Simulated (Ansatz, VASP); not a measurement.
## RbBr in VASP and in Ansatz

The input INCAR:

```
SYSTEM = RbBr
PREC     = Accurate       ! precision mode
ENCUT    = 520            ! plane-wave cutoff, eV
EDIFF    = 1E-7           ! SCF threshold, eV
ISMEAR   = 0              ! smearing method
SIGMA    = 0.05           ! smearing width, eV
LREAL    = .False.        ! projectors in reciprocal space
LASPH    = .True.         ! aspherical terms in the spheres
NELM     = 100            ! most SCF steps
ALGO     = Normal         ! electronic algorithm
ISIF     = 2              ! what is computed and relaxed
LWAVE    = .False.        ! write WAVECAR
LCHARG   = .True.         ! write CHGCAR
GGA      = PE             ! functional
LELF     = .True.         ! ELF
LVHAR    = .True.       
NBANDS   = 15             ! bands
```

KPOINTS

```
Automatic mesh
0
Gamma
  8 8 8
  0 0 0
```

Contents of POSCAR:

```
RbBr
1.0
    0.0000000000      3.4274990198      3.4274990198
    3.4274990198      0.0000000000      3.4274990198
    3.4274990198      3.4274990198      0.0000000000
Rb Br
1 1
Direct
    0.5000000000      0.5000000000      0.5000000000
    0.0000000000      0.0000000000      0.0000000000
```

Input for Ansatz:

```yaml
crystal:
  lattice:
    - [0.0, 3.4274990198, 3.4274990198]
    - [3.4274990198, 0.0, 3.4274990198]
    - [3.4274990198, 3.4274990198, 0.0]
  atoms:
    - { symbol: Rb, position: [0.5, 0.5, 0.5] }
    - { symbol: Br, position: [0.0, 0.0, 0.0] }
basis:
  ecutwfc: 420
  ecutrho_ratio: 4
kpoints:
  mp_grid: { grid: [8, 8, 8] }
hamiltonian:
  xc: pbe
scf:
  occupations: { method: gaussian, width: 0.05 }
output:
  forces: true
  stress: true
  eigenvalues: true
  eigenstates:
    nscf_kmesh: { grid: [16, 16, 16] }
    de_dk: true
    e_range: [-2.5, 6.863704551023]
  write_density: true
  write_potential: true
  elf: true
  volumetric_format: npy
```

Alike in both runs: task single point; functional PBE; k mesh 8 × 8 × 8; occupations gaussian, width 0.05 eV; no spin polarisation.

|  | VASP | Ansatz |
| --- | --- | --- |
| version | VASP 6.6.1 | Ansatz 0.2.0 |
| potentials or method | VASP PAW PBE potentials, release 64 (Rb_sv, Br) | scalar-relativistic, plane waves, PAW |
| plane-wave cutoff (eV) | 520 | 420 |
| valence electrons in the cell | 16 | 16 |

```csv
,VASP,Ansatz,Ansatz less VASP
gap on the k mesh at the Fermi level (eV),4.36,4.36,+0.002
least direct gap on the mesh (eV),4.36,4.36,+0.002
pressure (GPa),1.0,1.0,-0.03
```

A k mesh can miss the band edges.
